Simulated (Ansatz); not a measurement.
C, DFT, PBEsol, all-electron PAW with datasets made for the crystal, scalar-relativistic (Ansatz 0.2.0), run on 1 thread of Arm Neoverse V1 on a shared host.

The cell comes from COD entry 1000065, which wasn't checked; take it as a given geometry. The listed cell was then made from it by scaling, straining or moving an atom.

Command: `ansatz run input.yaml --threads 1 --pin off --max-ram 6144MiB --backend cpu --events-out ev --progress --plain --runs-dir out`

```yaml
crystal:
  lattice:
    - [1.2299994602, 0.7101405194, 10.8155]
    - [-1.2299994602, 0.7101405194, 10.8155]
    - [0.0, -1.4202810389, 10.8155]
  atoms:
    - { symbol: C, position: [0.05, 0.05, 0.05] }
    - { symbol: C, position: [0.95, 0.95, 0.95] }
    - { symbol: C, position: [0.283, 0.283, 0.283] }
    - { symbol: C, position: [0.717, 0.717, 0.717] }
kpoints:
  mp_grid: { grid: [15, 15, 15] }
scf:
  occupations: { method: fermi_dirac, width: 0.08 }
hamiltonian:
  xc: pbesol
  pseudopotentials: { kind: all_electron, datasets: crystal }
output:
  forces: true
  stress: true
  eigenvalues: true
  efg: { contact_densities: true }
```

Question: How large is the problem that the program sets up?

Answer: 344 irreducible k-points, 1867 plane waves at Γ, 15 bands.

Question: Estimate the wall time and the peak memory.

Answer: 87 s of wall time for 8 SCF iterations, with a peak of 1.7 GiB. Times on shared machines scatter by tens of per cent.

Question: And the same cell and mesh by PAW with the default files, asked for forces, stress, eigenvalues, efg, on the same hardware?

Answer: 16 s, peak memory 0.46 GiB.
